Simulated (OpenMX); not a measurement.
**ZrO2 under changes of volume**

One of the cells (11.158 Å³/atom); the others are scaled copies at fixed shape and fractional positions:

```xyz
6
Lattice="3.5961 0.0000 0.0000 0.0000 3.5961 0.0000 0.0000 0.0000 5.1770" Properties=species:S:1:pos:R:3 pbc="T T T"
Zr    1.7980    1.7980    2.5885
Zr    0.0000    0.0000    0.0000
O     1.7980    0.0000    4.1261
O     1.7980    0.0000    1.5376
O     0.0000    1.7980    3.6394
O     0.0000    1.7980    1.0509
```

- Program: OpenMX 3.8.5
- Functional: LDA
- Potentials or basis: OpenMX 2013 LDA set, Zr7.0-s3p2d2, O6.0-s2p2d1, fixed grid of 42 × 42 × 63 points
- k mesh: 7 × 7 × 5
- Occupations: fermi-dirac, width 0.05 eV
- Spin: no spin polarisation

| volume (Å³/atom) | energy over the lowest point (meV/atom) | gap on the mesh (eV) | largest force (eV/Å) |
| --- | --- | --- | --- |
| 10.489 | 25.04 | 3.73 | 0.225 |
| 10.712 | 8.73 | 3.66 | 0.112 |
| 10.935 | 0.64 | 3.59 | 0.010 |
| 11.158 | 0.00 | 3.52 | 0.090 |
| 11.381 | 6.06 | 3.45 | 0.175 |
| 11.604 | ? | ? | ? |
| 11.828 | 35.57 | 3.32 | 0.333 |

Question: What does the run at 11.604 Å³/atom give?

Answer: Energy over the lowest point 18.11 meV/atom; gap on the mesh 3.38 eV; largest force 0.263 eV/Å.

Worked out: A Birch-Murnaghan fit of order 3 (a polynomial in V^(-2/3)) to the other rows has its minimum at 11.07 Å³/atom with B0 = V·E''(V) = 248 GPa and B' = 4.3 at fixed shape and positions, which overstates the stiffness. It gives 18.07 meV/atom at 11.604 Å³/atom, against the run's 18.11. A straight line through the other rows of the gap, of slope -3.43 eV per unit of ln V, gives 3.39 eV, against the run's 3.38.

Energies are extrapolated to zero smearing.

Caveats: an odd mesh through Γ misses points on the zone boundary, where band edges often lie; the basis of atomic orbitals isn't converged, which shifts pressures, moduli and gaps. Spin-orbit coupling on Zr is left out.
